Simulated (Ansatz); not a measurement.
The system is Al2O3.

```
Al O
1.0
     4.61378    0.00000    0.00000
     0.00000    9.56328    0.00000
     0.00000    0.00000    3.11986
Al O
4 6
Direct
  0.98298 0.82457 0.00000
  0.01702 0.17543 0.00000
  0.48297 0.67543 0.50000
  0.51702 0.32457 0.50000
  0.50000 0.50000 0.50000
  0.12363 0.75305 0.50000
  0.37637 0.25305 0.00000
  0.62364 0.74695 0.00000
  0.00000 0.00000 0.00000
  0.87636 0.24695 0.50000
```

Measurements of this composition are mostly on another form, of space group No. 167.

```yaml
Program: Ansatz 0.2.0
Task: relaxation of cell and atoms
Functional: LDA
Potentials_or_basis: Ansatz PAW
Cutoff: "420 eV (not typed: the program's choice for these potentials)"
k_mesh: 5 × 3 × 7
Occupations: fermi-dirac, width 0.05 eV
Spin: no spin polarisation
```

At the start: volume 13.77 Å³/atom.

Question: How do energy, volume and symmetry change on relaxing?

Answer: It ends after 14 steps and the volume is 13.08 Å³/atom (-5.0 %); space group Pnnm (No. 58, to 0.05 Å).

The path:
```csv
step,energy change (eV),largest force (eV/Å),volume (Å³)
1,0.0000,0.2026,137.66
2,-0.1518,0.1517,135.23
3,-0.2630,0.0936,132.51
4,-0.2820,0.0633,132.72
5,-0.3002,0.1823,133.94
6,-0.3176,0.0819,132.81
7,-0.3264,0.0505,131.81
8,-0.3280,0.0307,131.62
9,-0.3292,0.0055,131.41
10,-0.3295,0.0040,131.36
11,-0.3104,0.0038,131.36
12,-0.3135,0.0232,130.76
13,-0.3135,0.0073,130.78
14,-0.3111,0.0074,130.78
```

Final structure:
```xyz
10
Lattice="4.5926 0.0000 0.0000 0.0000 9.5728 0.0000 0.0000 0.0000 2.9746" Properties=species:S:1:pos:R:3 pbc="T T T"
Al    4.9878    7.9550    0.0000
Al   -0.3952    1.6178    0.0000
Al    2.6915    6.4042    1.4873
Al    1.9011    3.1686    1.4873
O     2.2963    4.7864    1.4873
O     1.2325    7.4408    1.4873
O     1.0638    2.6543    0.0000
O     3.5288    6.9185    0.0000
O     0.0000    0.0000    0.0000
O     3.3601    2.1321    1.4873
```

Caveat: the plane-wave basis is chosen anew once the cell has moved, so the energies of steps on either side of that aren't comparable; the pressure holds a Pulay correction of +0.7 GPa for the finite cutoff; the PAW data sets come from PBE, with cores solved anew for the run's functional, which leaves a small shift of forces and pressure.
